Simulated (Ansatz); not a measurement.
# MgF2: H interstitial

Level of theory: DFT PBE, scalar-relativistic, plane waves, PAW (Ansatz). Settings: 420 eV cutoff, 2×2×2 k-mesh, shifted by half a step, Gaussian smearing of 0.01 eV, collinear spin in charge 0 alone.

Host crystal, relaxed:

```xyz
6
Lattice="4.6976 0.0000 0.0000 0.0000 4.6976 0.0000 0.0000 0.0000 3.0930" Properties=species:S:1:pos:R:3 pbc="T T T"
Mg    2.3488    2.3488    1.5465
Mg    0.0000    0.0000    0.0000
F     3.2715    3.2715    0.0000
F     3.7748    0.9228    1.5465
F     1.4260    1.4260    0.0000
F     0.9228    3.7748    1.5465
```

Supercell of 48 atoms, rows in host cell vectors: 1 1 2; 1 -1 -2; -1 1 -2. Atoms relax at the host's cell, keeping the symmetry that the supercell leaves at the site. The cell is small, so energies carry finite-size errors of tenths of an eV. The host's Kohn–Sham gap is 6.84 eV.

Defect: H interstitial at (0.000, 0.500, 0.250) of the host cell, charge -1.

Question: Give the relaxed supercell.

Answer:
```
CELL_PARAMETERS angstrom
4.69758 4.69758 6.18598
4.69758 -4.69758 -6.18598
-4.69758 4.69758 -6.18598
ATOMIC_POSITIONS crystal
Mg 0.50131 0.87913 0.87240
Mg 0.50063 0.62887 0.62508
Mg 0.49644 0.37946 0.37001
Mg 0.48027 0.11198 0.12584
Mg 0.99869 0.37109 0.87782
Mg 0.99937 0.12445 0.62824
Mg 0.00356 0.87357 0.38302
Mg 0.01973 0.64557 0.13172
Mg 0.48615 0.99916 0.47943
Mg 0.50945 0.75499 0.25143
Mg 0.50379 0.49992 0.00055
Mg 0.50673 0.25260 0.75391
Mg 0.99621 0.49676 0.49613
Mg 0.99327 0.24718 0.24587
Mg 0.01385 0.99328 0.01302
Mg 0.99055 0.74198 0.74554
F 0.69097 0.09861 0.09302
F 0.69679 0.85168 0.84801
F 0.68698 0.59848 0.58559
F 0.69121 0.34460 0.34777
F 0.20309 0.60055 0.09819
F 0.19810 0.35042 0.84889
F 0.20052 0.09998 0.60438
F 0.19454 0.82479 0.38903
F 0.50559 0.03198 0.72294
F 0.49682 0.77723 0.46843
F 0.51289 0.53941 0.22639
F 0.50367 0.27699 0.97378
F 0.99560 0.52062 0.72114
F 0.00153 0.27611 0.47421
F 0.00236 0.02681 0.22990
F 0.93576 0.73597 0.93051
F 0.29691 0.89510 0.89746
F 0.30190 0.65079 0.65232
F 0.29948 0.40386 0.39946
F 0.30546 0.19449 0.13025
F 0.80903 0.40206 0.90765
F 0.80321 0.15122 0.65489
F 0.81302 0.89861 0.41151
F 0.80879 0.65657 0.15339
F 0.50440 0.72554 0.02502
F 0.49847 0.47268 0.77458
F 0.49764 0.22754 0.52445
F 0.56424 0.99475 0.30021
F 0.99441 0.21735 0.02639
F 0.00318 0.97161 0.78040
F 0.98711 0.71349 0.52652
F 0.99633 0.47011 0.27332
H 0.25000 0.93750 0.18750
```
Around the defect: 4 F at 2.30 Å, 4 Mg at 2.31 Å. The run ended with a moment of 0.00 μB (no spin polarisation).